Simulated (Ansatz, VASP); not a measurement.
## Tl in VASP and in Ansatz

```
Tl
1.0
     0.00000    2.13574    2.13574
     2.13574    0.00000    2.13574
     2.13574    2.13574    0.00000
Tl
1
Cartesian
  0.0000 0.0000 0.0000
```

Change from the starting cell: volume scaled by 0.96.

Alike in both runs: task single point; functional PBE; k mesh 16 × 16 × 16; occupations fermi-dirac, width 0.05 eV; no spin polarisation.

|  | VASP | Ansatz |
| --- | --- | --- |
| version | VASP 6.6.1 | Ansatz 0.2.0 |
| potentials or method | VASP PAW PBE potentials, release 64 (Tl_d), cutoff 520 eV | all-electron LAPW, scalar-relativistic |

```csv
,VASP,Ansatz,Ansatz less VASP
pressure (GPa),45.9,46.0,+0.10
```

Ansatz ran all-electron here, so the differences hold the error of VASP's frozen core and of both bases.

Caveats: so large a pressure means that the cell lies far from this level's equilibrium, or that cutoff or potentials fall short (VASP). Spin-orbit coupling is left out, which matters for the levels of Tl.
